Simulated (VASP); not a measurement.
Write the native input for VASP 6.6.1 that does the following.

```yaml
Task: band structure
Functional: revPBE
Potentials_or_basis: VASP PAW PBE potentials, release 64 (Sb, Ga_d)
Cutoff: 520 eV
k_mesh: 8 × 8 × 8
Occupations: fermi-dirac, width 0.05 eV
Spin: no spin polarisation
Further_INCAR_settings: ALGO = Fast; EDIFF = 1e-06
```

The structure of GaSb lies in POSCAR:

```
GaSb
1.0
    0.0000000000      3.0590000000      3.0590000000
    3.0590000000      0.0000000000      3.0590000000
    3.0590000000      3.0590000000      0.0000000000
Sb Ga
1 1
Direct
    0.7500000000      0.7500000000      0.7500000000
    0.0000000000      0.0000000000      0.0000000000
```

The input as run:

INCAR

```
SYSTEM = GaSb
  ALGO = Fast
  EDIFF = 1E-6
  ENCUT = 520
  GGA = RE
  ISIF = 2
  ISMEAR = -1
  LASPH = .TRUE.
  LCHARG = .FALSE.
  LREAL = .FALSE.
  LWAVE = .FALSE.
  NELM = 60
  PREC = Accurate
  SIGMA = 0.05
```

KPOINTS

```
k-points
0
G
  8 8 8
  0 0 0
```

KPOINTS_OPT

```
path GXWKGLUWLK,UX
20
line-mode
reciprocal
 0.0000000000  0.0000000000  0.0000000000  G
 0.5000000000  0.0000000000  0.5000000000  X

 0.5000000000  0.0000000000  0.5000000000  X
 0.5000000000  0.2500000000  0.7500000000  W

 0.5000000000  0.2500000000  0.7500000000  W
 0.3750000000  0.3750000000  0.7500000000  K

 0.3750000000  0.3750000000  0.7500000000  K
 0.0000000000  0.0000000000  0.0000000000  G

 0.0000000000  0.0000000000  0.0000000000  G
 0.5000000000  0.5000000000  0.5000000000  L

 0.5000000000  0.5000000000  0.5000000000  L
 0.6250000000  0.2500000000  0.6250000000  U

 0.6250000000  0.2500000000  0.6250000000  U
 0.5000000000  0.2500000000  0.7500000000  W

 0.5000000000  0.2500000000  0.7500000000  W
 0.5000000000  0.5000000000  0.5000000000  L

 0.5000000000  0.5000000000  0.5000000000  L
 0.3750000000  0.3750000000  0.7500000000  K

 0.6250000000  0.2500000000  0.6250000000  U
 0.5000000000  0.0000000000  0.5000000000  X
```

Potentials or basis: VASP PAW PBE potentials, release 64 (Sb, Ga_d).

Launch:

```sh
$ cat potpaw_PBE.64/Sb/POTCAR potpaw_PBE.64/Ga_d/POTCAR > POTCAR
$ mpirun -np 1 vasp_std > vasp.out
```

It gave:

* Pressure: 3.5 GPa
* Band gap on the k mesh: 0.11 eV, direct
* Band gap along the path: 0.11 eV, direct

Caveat: the PAW data sets were made with another functional, which shifts forces and pressure a little; spin-orbit coupling is left out, which moves the levels of the heavy elements.

It took 26 s on 1 thread of Intel(R) Xeon(R) 6975P-C (Granite Rapids), with other jobs on the host, peak memory 0.2 GiB.
